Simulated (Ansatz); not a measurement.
## Bands of F

```yaml
crystal:
  lattice:
    - [0.00000, 2.43708, 2.43708]
    - [2.43708, 0.00000, 2.43708]
    - [2.43708, 2.43708, 0.00000]
  atoms:
    - { symbol: F, position: [0.00000, 0.00000, 0.00000] }
    - { symbol: F, position: [0.25000, 0.25000, 0.25000] }
```

Atoms are numbered in the order listed.

The cell was built from the diamond type and relaxed in the same program, and has space group Fd-3m; it needn't be a known or the stable phase.

These are results of Ansatz 0.2.0, DFT, PBE, all-electron LAPW, scalar-relativistic, not measurements.

Settings: a Γ-centred 16×16×16 k mesh, Fermi–Dirac smearing of 0.05 eV, basis error target 0.5 meV/atom, no spin polarisation.

Points in fractions of the reciprocal vectors of this cell: Γ (0, 0, 0), X (0.5, 0, 0.5), U (0.625, 0.25, 0.625), K (0.375, 0.375, 0.75), L (0.5, 0.5, 0.5), W (0.5, 0.25, 0.75). The path joins them by straight lines in the order Γ–X–U–K–Γ–L–W–X; legs that retrace an earlier one aren't tabulated. Energies are in eV from the Fermi level.

Problem. Metal or insulator at this level of theory?

Solution. No gap opens: metallic or semimetallic.

Problem. Tabulate bands 5 to 9, counted from the lowest band of the run, along the path.

Solution. 
| k (1/Å) | point | band 5 | band 6 | band 7 | band 8 | band 9 |
| --- | --- | --- | --- | --- | --- | --- |
| 0.00 | Γ | -2.47 | -0.70 | -0.70 | -0.70 | 9.99 |
| 0.18 |  | -2.45 | -0.76 | -0.63 | -0.63 | 10.17 |
| 0.37 |  | -2.39 | -0.90 | -0.46 | -0.46 | 10.66 |
| 0.55 |  | -2.29 | -1.10 | -0.25 | -0.25 | 11.39 |
| 0.74 |  | -2.17 | -1.30 | -0.05 | -0.05 | 12.26 |
| 0.92 |  | -2.05 | -1.50 | 0.12 | 0.12 | 13.15 |
| 1.10 |  | -1.93 | -1.66 | 0.22 | 0.22 | 14.00 |
| 1.29 | X | -1.80 | -1.80 | 0.26 | 0.26 | 14.78 |
| 1.35 |  | -1.81 | -1.78 | 0.25 | 0.26 | 14.78 |
| 1.42 |  | -1.82 | -1.74 | 0.24 | 0.26 | 14.78 |
| 1.48 |  | -1.85 | -1.67 | 0.23 | 0.25 | 14.77 |
| 1.55 |  | -1.88 | -1.58 | 0.21 | 0.25 | 14.75 |
| 1.61 |  | -1.92 | -1.49 | 0.18 | 0.25 | 14.71 |
| 1.68 |  | -1.97 | -1.39 | 0.15 | 0.25 | 14.66 |
| 1.74 | U | -2.03 | -1.29 | 0.12 | 0.24 | 14.58 |
| 1.86 |  | -2.03 | -1.25 | 0.10 | 0.23 | 14.54 |
| 1.97 |  | -1.99 | -1.24 | 0.10 | 0.22 | 14.50 |
| 2.08 |  | -1.96 | -1.24 | 0.10 | 0.21 | 14.48 |
| 2.20 |  | -1.96 | -1.24 | 0.10 | 0.21 | 14.48 |
| 2.31 |  | -1.99 | -1.24 | 0.10 | 0.22 | 14.50 |
| 2.42 |  | -2.03 | -1.25 | 0.10 | 0.23 | 14.54 |
| 2.53 | K | -2.03 | -1.29 | 0.12 | 0.24 | 14.58 |
| 2.73 |  | -2.21 | -1.02 | -0.01 | 0.20 | 14.15 |
| 2.92 |  | -2.38 | -0.84 | -0.17 | 0.12 | 13.40 |
| 3.12 |  | -2.51 | -0.75 | -0.33 | -0.02 | 12.47 |
| 3.32 |  | -2.57 | -0.73 | -0.48 | -0.21 | 11.53 |
| 3.51 |  | -2.55 | -0.72 | -0.60 | -0.44 | 10.73 |
| 3.71 |  | -2.50 | -0.71 | -0.68 | -0.62 | 10.19 |
| 3.90 | Γ | -2.47 | -0.70 | -0.70 | -0.70 | 9.99 |
| 4.06 |  | -2.50 | -0.69 | -0.67 | -0.67 | 10.12 |
| 4.22 |  | -2.58 | -0.66 | -0.60 | -0.60 | 10.50 |
| 4.38 |  | -2.68 | -0.58 | -0.49 | -0.49 | 11.07 |
| 4.54 |  | -2.77 | -0.48 | -0.39 | -0.39 | 11.78 |
| 4.70 |  | -2.86 | -0.37 | -0.31 | -0.31 | 12.58 |
| 4.86 |  | -2.91 | -0.29 | -0.26 | -0.26 | 13.38 |
| 5.02 | L | -2.93 | -0.26 | -0.24 | -0.24 | 13.83 |
| 5.15 |  | -2.83 | -0.41 | -0.22 | -0.10 | 13.85 |
| 5.28 |  | -2.64 | -0.60 | -0.17 | 0.01 | 13.91 |
| 5.41 |  | -2.43 | -0.79 | -0.09 | 0.10 | 14.02 |
| 5.54 |  | -2.22 | -0.99 | 0.00 | 0.16 | 14.19 |
| 5.67 |  | -2.01 | -1.19 | 0.08 | 0.20 | 14.41 |
| 5.80 |  | -1.80 | -1.39 | 0.14 | 0.21 | 14.69 |
| 5.93 | W | -1.59 | -1.59 | 0.19 | 0.19 | 15.03 |
| 6.02 |  | -1.60 | -1.60 | 0.19 | 0.19 | 15.01 |
| 6.11 |  | -1.63 | -1.63 | 0.20 | 0.20 | 14.98 |
| 6.21 |  | -1.67 | -1.67 | 0.22 | 0.22 | 14.93 |
| 6.30 |  | -1.72 | -1.72 | 0.23 | 0.23 | 14.87 |
| 6.39 |  | -1.76 | -1.76 | 0.24 | 0.24 | 14.83 |
| 6.48 |  | -1.79 | -1.79 | 0.25 | 0.25 | 14.80 |
| 6.57 | X | -1.80 | -1.80 | 0.26 | 0.26 | 14.78 |
